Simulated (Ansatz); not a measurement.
Input and command of a calculation in Ansatz (plane waves; scalar-relativistic PAW potentials unless the input names others):

```yaml
crystal:
  lattice:
    - [17.0, 0.0, 0.0]
    - [0.0, 15.0, 0.0]
    - [0.0, 0.0, 4.8238520235]
  atoms:
    - { symbol: Rb, position: [0.5, 0.5, 0.0] }
    - { symbol: Rb, position: [0.1362279763, 0.5, 0.5] }
    - { symbol: Rb, position: [0.8637720237, 0.5, 0.5] }
    - { symbol: Rb, position: [0.2864319225, 0.7193675753, 0.0] }
    - { symbol: Rb, position: [0.2864319225, 0.2806324247, 0.0] }
    - { symbol: Rb, position: [0.7135680775, 0.7193675753, 0.0] }
    - { symbol: Rb, position: [0.7135680775, 0.2806324247, 0.0] }
    - { symbol: Rb, position: [0.5, 0.8490437804, 0.5] }
    - { symbol: Rb, position: [0.5, 0.1509562196, 0.5] }
basis:
  ecutwfc: 420
kpoints:
  mp_grid: { grid: [0, 1, 4] }
hamiltonian:
  xc: pbe
scf:
  occupations: { method: gaussian, width: 0.05 }
  max_iter: 80
output:
  forces: true
  eigenvalues: true
  stress: true
```

```bash
ansatz run input.yaml --threads 4 --pin off --max-ram 9216MiB --backend cpu --events-out ev --progress --plain --runs-dir out
```

Question: Will this input run?

Answer: The program refuses it, because of a mesh with a zero (kpoints.mp_grid.grid: [1, 1, 4] → [0, 1, 4]). With the sound run's settings it is accepted.

Abridged log:
```
Error: invalid value for `kpoints.mp_grid.grid`: each dimension must be in 1..=255
```